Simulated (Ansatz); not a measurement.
Take a crystal in which Cd has been replaced by Zn on all its sites, with the cell rescaled by a rough guess (in some cases also distorted within its space group) and nothing relaxed:

```yaml
crystal:
  lattice:
    - [0.00000, 2.76530, 2.76530]
    - [2.76530, 0.00000, 2.76530]
    - [2.76530, 2.76530, 0.00000]
  atoms:
    - { symbol: Zn, position: [0.00000, 0.00000, 0.00000] }
    - { symbol: S, position: [0.75000, 0.75000, 0.75000] }
```

All numbers below come from DFT PBEsol, scalar-relativistic, plane waves, PAW (Ansatz).

Cutoff 420 eV; k points 8×8×8 on the computed 2-atom cell (Γ-centred); Gaussian smearing, width 0.02 eV; no spin polarisation.

What pressure does the cell carry?

The pressure is -6.1 GPa (positive in compression), so the cell would contract.

Is it a metal on this mesh?

No: the gap is 1.68 eV, the least direct gap 1.68 eV.

What is its energy against the elements in their standard states?

-0.782 eV/atom at this unrelaxed geometry, with the elements in the same functional.